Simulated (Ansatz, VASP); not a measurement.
**CdSe (Cadmoselite) in two plane-wave programs**

Wanted: the spread between two codes on one cell, functional and k mesh.

Method: plane waves, with VASP 6.6.1 beside it; single point at LDA, in Ansatz 0.2.0.

The database entry behind the starting cell differs from later determinations by our own check (inner coordinate of an old entry), so it need not match the best structure at ambient conditions.

## (1) The structure

It takes space group P6_3mc (No. 186, hexagonal). Conventional cell: a = 4.300 Å, b = 4.300 Å, c = 7.020 Å, α = 90.00°, β = 90.00°, γ = 120.00°. Nearest to Cd lie 4 Se at 2.63 to 2.64 Å. Nearest to Se lie 4 Cd at 2.63 to 2.64 Å. Farther neighbours and most contacts between anions are not listed.

## (2) VASP: single point, LDA

With cell and atoms fixed, the geometry can't cause a difference; cores, projectors, grids and the points listed under the comparison can.

Lines of VASP's logs that name or quote its potential files are left out, and so is its time.

INCAR reads:

```
SYSTEM = CdSe
PREC = Accurate
ENCUT = 500
EDIFF = 1E-08
NELM = 100
ISMEAR = 0
SIGMA = 0.01
LREAL = .FALSE.
ALGO = Normal
GGA = CA
NBANDS = 54
LORBIT = 11
LWAVE = .TRUE.
LCHARG = .FALSE.
KPAR = 2
```

POSCAR reads:

```
CdSe
1.0
    4.3000000000      0.0000000000      0.0000000000
   -2.1500000000      3.7239092363      0.0000000000
    0.0000000000      0.0000000000      7.0200000000
Cd Se
2 2
Direct
    0.6666666667      0.3333333333      0.5048206219
    0.3333333333      0.6666666667      0.0048206219
    0.6666666667      0.3333333333      0.8801793781
    0.3333333333      0.6666666667      0.3801793781
```

KPOINTS reads:

```
Automatic mesh
0
Gamma
3 3 2
0 0 0
```

The projector-augmented-wave data sets are Cd_sv_GW and Se_sv_GW (LDA family, release 64).

Started as:

```
$ mpirun -np 8 vasp_std
```

Numbers of over 12 decimals in the logs are rounded to 6 here.

What it wrote:

```text
[banner, memory and clock lines left out]
running    8 mpi-ranks, on    1 nodes
 distrk:  each k-point on    4 cores,    2 groups
 distr:  one band on    1 cores,    4 groups

 POSCAR found type information on POSCAR CdSe
 POSCAR found :  2 types and       4 ions
|                                                                             |
|           W    W    AA    RRRRR   N    N  II  N    N   GGGG   !!!           |
|           W    W   A  A   R    R  NN   N  II  NN   N  G    G  !!!           |
|           W    W  A    A  R    R  N N  N  II  N N  N  G       !!!           |
|           W WW W  AAAAAA  RRRRR   N  N N  II  N  N N  G  GGG   !            |
|           WW  WW  A    A  R   R   N   NN  II  N   NN  G    G                |
|           W    W  A    A  R    R  N    N  II  N    N   GGGG   !!!           |
|                                                                             |
|     For optimal performance we recommend to set                             |
|       NCORE = 2 up to number-of-cores-per-socket                            |
|     NCORE specifies how many cores store one orbital (NPAR=cpu/NCORE).      |
|     This setting can greatly improve the performance of VASP for DFT.       |
|     The default, NCORE=1 might be grossly inefficient on modern             |
|     multi-core architectures or massively parallel machines. Do your        |
|     Unfortunately you need to use the default for GW and RPA                |
|     calculations (for HF NCORE is supported but not extensively tested      |
|     yet).                                                                   |
|                                                                             |

 LDA part: xc-table for (Slater(with rela. corr.)+CA(PZ))
 , standard interpolation
|                                                                             |
|           W    W    AA    RRRRR   N    N  II  N    N   GGGG   !!!           |
|           W    W   A  A   R    R  NN   N  II  NN   N  G    G  !!!           |
|           W    W  A    A  R    R  N N  N  II  N N  N  G       !!!           |
|           W WW W  AAAAAA  RRRRR   N  N N  II  N  N N  G  GGG   !            |
|           WW  WW  A    A  R   R   N   NN  II  N   NN  G    G                |
|           W    W  A    A  R    R  N    N  II  N    N   GGGG   !!!           |
|                                                                             |
|     The number of bands has been changed from the values supplied in        |
|     The orbitals not found in the WAVECAR file will be initialized with     |
|     random numbers, which is usually adequate. For correlated               |
|     calculations, however, you should redo the groundstate calculation.     |
|     I found NBANDS = 54. Now, NBANDS = 56.                                  |
|                                                                             |

 POSCAR, INCAR and KPOINTS ok, starting setup
 FFT: planning ... GRIDC
 FFT: planning ... GRID_SOFT
 FFT: planning ... GRID
 WAVECAR not read
 entering main loop
       N       E                     dE             d eps       ncg     rms          rms(c)
DAV:   1     0.220227148175E+04    0.22023E+04   -0.56295E+04  1192   0.185E+04
DAV:   2     0.552187498209E+03   -0.16501E+04   -0.15750E+04  1208   0.378E+03
DAV:   3     0.725338173745E+02   -0.47965E+03   -0.46790E+03  1184   0.765E+02
DAV:   4    -0.811053592977E+01   -0.80644E+02   -0.80371E+02  1272   0.370E+02
DAV:   5    -0.137540875620E+02   -0.56436E+01   -0.56407E+01  1288   0.983E+01    0.306E+01
DAV:   6    -0.132953007045E+02    0.45879E+00   -0.41329E+00  1304   0.360E+01    0.216E+01
DAV:   7    -0.132863754758E+02    0.89252E-02   -0.96449E-01  1216   0.158E+01    0.112E+00
DAV:   8    -0.132476392655E+02    0.38736E-01   -0.11497E-01  1336   0.426E+00    0.564E-01
DAV:   9    -0.132444939692E+02    0.31453E-02   -0.20931E-02  1080   0.228E+00    0.177E-01
DAV:  10    -0.132446287152E+02   -0.13475E-03   -0.23614E-03  1312   0.954E-01    0.105E-01
DAV:  11    -0.132446379827E+02   -0.92675E-05   -0.17995E-04  1208   0.263E-01    0.154E-02
DAV:  12    -0.132446394661E+02   -0.14834E-05   -0.16274E-05  1256   0.593E-02    0.366E-03
DAV:  13    -0.132446400270E+02   -0.56090E-06   -0.24986E-06  1320   0.214E-02    0.109E-03
DAV:  14    -0.132446400106E+02    0.16396E-07   -0.35398E-07  1280   0.144E-02    0.627E-04
DAV:  15    -0.132446400132E+02   -0.25284E-08   -0.47033E-08   832   0.347E-03
   1 F= -.13244640E+02 E0= -.13244640E+02  d E =-.388237E-15
 writing wavefunctions
```

OUTCAR, selected parts (step 2):

```text
ion  position               nearest neighbor table
   1  0.667  0.333  0.505-   4 2.63   4 2.63   4 2.63   3 2.64
   2  0.333  0.667  0.005-   3 2.63   3 2.63   3 2.63   4 2.64
   3  0.667  0.333  0.880-   2 2.63   2 2.63   2 2.63   1 2.64
   4  0.333  0.667  0.380-   1 2.63   1 2.63   1 2.63   2 2.64

  LATTYP: Found a hexagonal cell.
 ALAT       =     4.3000000000
 C/A-ratio  =     1.6325581395

 Subroutine GETGRP returns: Found 12 space group operations
 (whereof  6 operations were pure point group operations)

The static configuration has the point symmetry C_3v.
 The point group associated with its full space group is C_6v.

 Found      6 irreducible k-points:

   k-points           NKPTS =      6   k-points in BZ     NKDIM =      6   number of bands    NBANDS=     56

   dimension x,y,z NGX =    32 NGY =   32 NGZ =   54
   dimension x,y,z NGXF=    64 NGYF=   64 NGZF=  108

   ENCUT  =  500.0 eV  36.75 Ry    6.06 a.u.   7.84  7.84 12.80*2*pi/ulx,y,z

   NELECT =      88.0000    total number of electrons

 k-points in reciprocal lattice and weights: Automatic mesh
   0.00000000  0.00000000  0.00000000       0.056
   0.33333333 -0.00000000  0.00000000       0.333
   0.33333333  0.33333333  0.00000000       0.111
   0.00000000  0.00000000  0.50000000       0.056
   0.33333333 -0.00000000  0.50000000       0.333
   0.33333333  0.33333333  0.50000000       0.111

 average (electrostatic) potential at core
       1 -91.6895       2 -91.6895       3 -98.8424       4 -98.8424

 E-fermi :   2.3664

 k-point     1 :       0.0000    0.0000    0.0000
  band No.  band energies     occupation
    ...
     40       1.2575      2.00000
     41       1.2575      2.00000
     42       1.9739      2.00000
     43       2.0410      2.00000
     44       2.0410      2.00000
     45       2.4187      0.00000
     46       4.0066      0.00000
     47       7.7316      0.00000
     48       7.7316      0.00000
     49       8.0074      0.00000
    ...

 k-point     2 :       0.3333   -0.0000    0.0000
  band No.  band energies     occupation
    ...
     40      -1.1158      2.00000
     41      -0.6867      2.00000
     42       0.3816      2.00000
     43       1.1444      2.00000
     44       1.4525      2.00000
     45       4.8218      0.00000
     46       5.2797      0.00000
     47       6.8927      0.00000
     48       7.6720      0.00000
     49       8.3787      0.00000
    ...

 k-point     3 :       0.3333    0.3333    0.0000
  band No.  band energies     occupation
    ...
     40      -1.8779      2.00000
     41      -1.0990      2.00000
     42       0.0963      2.00000
     43       0.0963      2.00000
     44       0.3114      2.00000
     45       6.0300      0.00000
     46       6.6740      0.00000
     47       6.6740      0.00000
     48       8.8254      0.00000
     49       8.9666      0.00000
    ...

  Total       -2.8741225     -2.8741225     -3.6432669      0.0000000     -0.0000000      0.0000000
  in kB      -40.9648348    -40.9648348    -51.9274398      0.0000000     -0.0000000      0.0000000
  external PRESSURE =     -44.6190365 kB  Pullay stress =       0.0000000 kB

  energy-cutoff  :      500.00
  volume of cell :      112.41
      direct lattice vectors                 reciprocal lattice vectors
     4.300000000  0.000000000  0.000000000     0.232558140  0.134267504  0.000000000
    -2.150000000  3.723909236  0.000000000     0.000000000  0.268535009  0.000000000
     0.000000000  0.000000000  7.020000000     0.000000000  0.000000000  0.142450142

 POSITION                                       TOTAL-FORCE (eV/Angst)
 -----------------------------------------------------------------------------------
      2.15000      1.24130      3.54384         0.000000      0.000000      0.045393
     -0.00000      2.48261      0.03384        -0.000000     -0.000000      0.045393
      2.15000      1.24130      6.17886        -0.000000     -0.000000     -0.045393
     -0.00000      2.48261      2.66886         0.000000      0.000000     -0.045393
 -----------------------------------------------------------------------------------
    total drift:                               -0.000002      0.000001      0.002083

  FREE ENERGIE OF THE ION-ELECTRON SYSTEM (eV)
  ---------------------------------------------------
  free  energy   TOTEN  =       -13.2446400132 eV

  energy  without entropy=      -13.2446400132  energy(sigma->0) =      -13.24464001

 total charge
# of ion       s       p       d       f       tot
--------------------------------------------------
    1        2.286   6.218   9.174   0.006  17.684
    2        2.286   6.218   9.174   0.006  17.684
    3        3.412   8.327  10.021   0.003  21.763
    4        3.412   8.327  10.021   0.003  21.763
--------------------------------------------------
tot         11.397  29.089  38.391   0.017  78.894

[... 3 further parts left out ...]
```

The run ends at a pressure of -4.46 GPa, with forces up to 0.045 eV/Å.

## (3) Ansatz: single point, LDA

Ansatz runs on its default PAW (the set named soft_2) files.

The same cell, functional (in two slightly different forms), mesh and smearing now go to Ansatz, which takes its cutoff from its data sets.

input.yaml reads:

```yaml
crystal:
  lattice:
    - [4.3, 0.0, 0.0]
    - [-2.15, 3.7239092363, 0.0]
    - [0.0, 0.0, 7.02]
  atoms:
    - { symbol: Cd, position: [0.6666666667, 0.3333333333, 0.5048206219] }
    - { symbol: Cd, position: [0.3333333333, 0.6666666667, 0.0048206219] }
    - { symbol: Se, position: [0.6666666667, 0.3333333333, 0.8801793781] }
    - { symbol: Se, position: [0.3333333333, 0.6666666667, 0.3801793781] }
hamiltonian:
  xc: lda
  pseudopotentials: { kind: paw }
kpoints:
  mp_grid: { grid: [3, 3, 2] }
scf:
  occupations: { method: gaussian, width: 0.01 }
  n_extra_bands: 5
output:
  forces: true
  stress: true
  eigenvalues: true
```

Started as:

```
$ ansatz run input.yaml --threads 2 --pin off --max-ram 4608MiB --backend cpu --events-out ev --progress --plain --runs-dir out
```

What it wrote:

```text
scf.n_extra_bands = 5 over 36 filled bands (N_el = 72.0): the run solves 41 bands
Engine: ansatz 0.2.0, aarch64-unknown-linux-gnu
Pseudopotentials: kind: paw
Pseudopotential: Cd, paw, valence charge 20, recommended cutoff 420 eV (normal), Cd.paw.azcp
Pseudopotential: Se, paw, valence charge 16, recommended cutoff 420 eV (normal), Se.paw.azcp
Functional definition: SPW92
  exchange = slater_x
  correlation = pw_c
Crystal: 4 atoms, lattice volume = 112.410 Å³
Basis set: ecut = 420 eV, 2189 PW (Γ)
Bands: 41, of which v1, the nominal top of the filled ones, is band 36 counted from 1 (35 counted from 0)
Symmetry: 12 space group operations
Space group: P63mc (ITA 186), of the structure as read, at distance tolerance 4.8e-5 Å
k-points: 6 of 18
Non-local potential: Cd, projectors of the file, l = 0: 3, l = 1: 2, l = 2: 2, l = 3: 1
Non-local potential: Se, projectors of the file, l = 0: 2, l = 1: 2, l = 2: 3, l = 3: 1
PAW form: soft (Blöchl's): semilocal exchange-correlation on the pseudo side does not see the compensation charge
PAW frozen core: Cd, regenerated for the run's functional, and the local potential with it (the file was generated under x = pbe(κ = 0.804, μ = 0.219515), c = pbe(β = 0.066725))
PAW frozen core: Se, regenerated for the run's functional, and the local potential with it (the file was generated under x = pbe(κ = 0.804, μ = 0.219515), c = pbe(β = 0.066725))
PAW one-centre angular grid: Cd, 590 points (default); XC on 64 Gauss nodes
PAW one-centre angular grid: Se, 590 points (default); XC on 64 Gauss nodes
Initial density: superposition of atomic densities (neutral atoms: chi_scale 0, normalization atom), corrected by the library's trained network
Initial wavefunctions: pseudopotential atomic-orbital guess
Functional: x = slater, c = lda
SCF iter   1: F=—  HF=-27004.215940 eV  |F-HF|=—  |Δ(HF+E_count)|=         —  Δρ=6.59e-3  dr2=3.13e-2  ethr=1.77e-3  ⟨swp⟩=6.2  Hψ=882  notcnv=0
preconditioner: auto → Resta (q_TF=auto, 2.533 Å⁻¹)  ε∞=4.7  [insulator: Δε(μ)=0.331 eV  Ē_g=10.906 eV  σ=0.010 eV  W_gap=1.00  n_scr=34 (ndim 8)  ℏωp=21.0 eV  f_vac=0.200  D(μ)=0.00/eV (n_scr^D=0)  ε∞_Penn≈4.7]
SCF iter   2: F=—  HF=-27004.207022 eV  |F-HF|=—  |Δ(HF+E_count)|=   8.92e-3  Δρ=2.49e-3  dr2=3.96e-3  ethr=4.35e-5  ⟨swp⟩=2.2  Hψ=415  notcnv=0  defer=6
SCF iter   3: F=—  HF=-27004.206236 eV  |F-HF|=—  |Δ(HF+E_count)|=   7.86e-4  Δρ=9.36e-4  dr2=6.38e-4  ethr=5.49e-6  ⟨swp⟩=2.8  Hψ=335  notcnv=0  defer=6
SCF iter   4: F=—  HF=-27004.206156 eV  |F-HF|=—  |Δ(HF+E_count)|=   8.02e-5  Δρ=1.03e-4  dr2=1.86e-5  ethr=8.87e-7  ⟨swp⟩=1.3  Hψ=243  notcnv=0  defer=6
SCF iter   5: F=—  HF=-27004.206208 eV  |F-HF|=—  |Δ(HF+E_count)|=   5.25e-5  Δρ=4.13e-5  dr2=2.52e-6  ethr=2.58e-8  ⟨swp⟩=2.0  Hψ=408  notcnv=0  defer=6
SCF iter   6: F=—  HF=-27004.206207 eV  |F-HF|=—  |Δ(HF+E_count)|=   7.41e-7  Δρ=1.60e-5  dr2=3.74e-7  ethr=3.50e-9  ⟨swp⟩=2.0  Hψ=408  notcnv=0  defer=6
SCF iter   7: F=-27004.206208 eV  HF=-27004.206208 eV  |F-HF|=5.43e-9  |Δ(HF+E_count)|=   2.73e-7  Δρ=4.79e-6  dr2=3.09e-8  ethr=1.39e-10  ⟨swp⟩=7.5  Hψ=986  notcnv=0
SCF 1 converged in 7 iterations: F = -27004.206208 eV  dr2 = 3.09e-8
  greatest PAW one-centre occupation: 1.000 electrons in one spin orbital (limit 2), on the Cd atom at site 1 (counted from 0), in its partial waves of l = 0
SCF converged after 7 iterations
Free energy (F): -27004.206208 eV
Harris-Foulkes:  -27004.206208 eV  (|F-HF|=5.43e-9)
Internal energy: -27004.206208 eV  (E = F + TS)
E sigma→0 (E₀):  -27004.206208 eV
Fermi energy:    7.402470 eV
--- Per-component energies (eV) ---
  E_band       = -1802.777781
  E_kinetic    = 1249.371832
  E_local      = -12800.132512  (includes V_loc(G=0)·N_el)
  E_nonlocal   = -1096.572077
  E_hartree    = 6070.018550
  E_xc         = -557.817217
  E_vxc        = -639.287891  (∫ρ·V_xc dr)
  E_paw        = -11549.110114  (= ΣΔE_a)
  E_vpaw       = -656.210347  (= ΣTr[D̂ρ^β])
  E_aug_tail   = -0.001198  (compensation charges beyond the density's cutoff)
  E_ewald      = -8325.931335
  E_core_change = 5.967862  (= ΣΔE_core)
  E_smearing   = -0.000000  (= −TS)
  E_closure    = -0.000000  (closes the sum)
  Σ components = -27004.206208   (vs F -27004.206208, Δ=0.00e0)
--- Forces (eV/Å), atoms counted from 1 ---
  atom   1  Cd     0.00000000     0.00000000     0.04648215
  atom   2  Cd     0.00000000    -0.00000000     0.04648215
  atom   3  Se     0.00000000     0.00000000    -0.04646357
  atom   4  Se     0.00000000    -0.00000000    -0.04646357
  max |Σ_I F_I| component: 3.72e-5 eV/Å
--- Stress (GPa, compression-positive) ---
       -1.157337       0.000000       0.000000
        0.000000      -1.157337      -0.000000
       -0.000000      -0.000000      -2.212724
  P = ⅓ Tr σ = -1.5091 GPa (-15.091 kbar)
--- Band table (eV; the first three rows and the last of 6) ---
  k-point 0: bands = [... 32 lower, 6.4448, 7.1600, 7.2275, 7.2275, 7.5772, 9.1754, 12.9168, 12.9168, ... 1 higher]
  k-point 1: bands = [... 32 lower, 6.8172, 6.8172, 6.8172, 6.8172, 9.3520, 9.3520, 12.8580, 12.8580, ... 1 higher]
  k-point 2: bands = [... 32 lower, 4.4993, 5.5698, 6.3316, 6.6395, 9.9914, 10.4573, 12.0787, 12.8532, ... 1 higher]
  k-point 5: bands = [... 32 lower, 4.7189, 4.7189, 6.0646, 6.0646, 10.7716, 10.7716, 12.8137, 12.8137, ... 1 higher]
```

It took 2.4 s on 2 threads of Arm Neoverse N1, shared host; peak memory 0.33 GiB; 4.3 s of CPU time.

The column dr2 measures how far the density is from self-consistency, as an energy; F and HF (Harris–Foulkes) agree once it is small.

The run ends at a pressure of -1.51 GPa, with forces up to 0.046 eV/Å.

## (4) Comparison

Known differences besides the potentials themselves: the two LDA forms differ slightly; the data sets hold 72 valence electrons in Ansatz (default PAW (the set named soft_2) files) and 88 in VASP; the cutoff is 420 eV in Ansatz and 500 eV in VASP; VASP's log shows a relativistic correction to its local exchange, Ansatz's none. Total energies have different zeros and are not compared.

Compared:

| quantity | Ansatz | VASP | difference |
| --- | --- | --- | --- |
| gap on the k mesh (eV) | 0.350 | 0.378 | -0.028 |

Forces (eV/Å; atoms numbered as in POSCAR):

| atom | Ansatz x, y, z | VASP x, y, z |
| --- | --- | --- |
| Cd1 | 0.000, 0.000, 0.046 | 0.000, 0.000, 0.045 |
| Cd2 | 0.000, 0.000, 0.046 | 0.000, 0.000, 0.045 |
| Se3 | 0.000, 0.000, -0.046 | 0.000, 0.000, -0.045 |
| Se4 | 0.000, 0.000, -0.046 | 0.000, 0.000, -0.045 |

The forces differ by 0.6 meV/Å r.m.s., which is 2.4 % of the r.m.s. force of 0.03 eV/Å (both taken over all components). Not compared: the pressure (VASP's GW data sets at this cutoff don't carry it). A gap on the mesh is an upper bound, since the band edges may lie between its points.

## (5) What the set-up changes

Further runs change the set-up of one program: Ansatz's method, potentials or start, or VASP's data sets, cutoff or form of LDA. The table gives Ansatz less VASP for each quantity, since a change that brings one quantity closer may part another.

| run | r.m.s. force difference (meV/Å) | gap on the k mesh (eV) |
| --- | --- | --- |
| as above | 0.62 | -0.028 |
| cores kept as stored | 0.68 | -0.022 |
| Ansatz's all-electron LAPW method | 0.68 | -0.029 |
| Ansatz's larger PAW set (cutoff 620 eV) | 0.68 | -0.029 |
| norm-conserving potentials (cutoff 1388 eV) | 0.74 | -0.031 |

## (6) What came out

```json
{
 "difference in gap on the k mesh (single point, LDA)": "-0.028 eV"
}
```

The difference in gap on the k mesh is -0.028 eV (single point, LDA), within the 0.08 eV picked in this series as the mark of a large difference. For single point, LDA, no further run moves any of the tabulated differences by more than a quarter of its size. How closely two codes agree says nothing of how well the functional describes the real material.

[Lines on the potential files, build, host, timing and source positions are cut from VASP's logs without a mark.]

[Logs are printed without paths, hosts, clocks, repeated set-up lines and the standing remarks that a program may print on its own settings, such as how far it seeks lower states.]

[Hosts, paths, dates, database ids (printed as entryN), source tags and the programs' standing remarks are cut or masked in the printed files.]
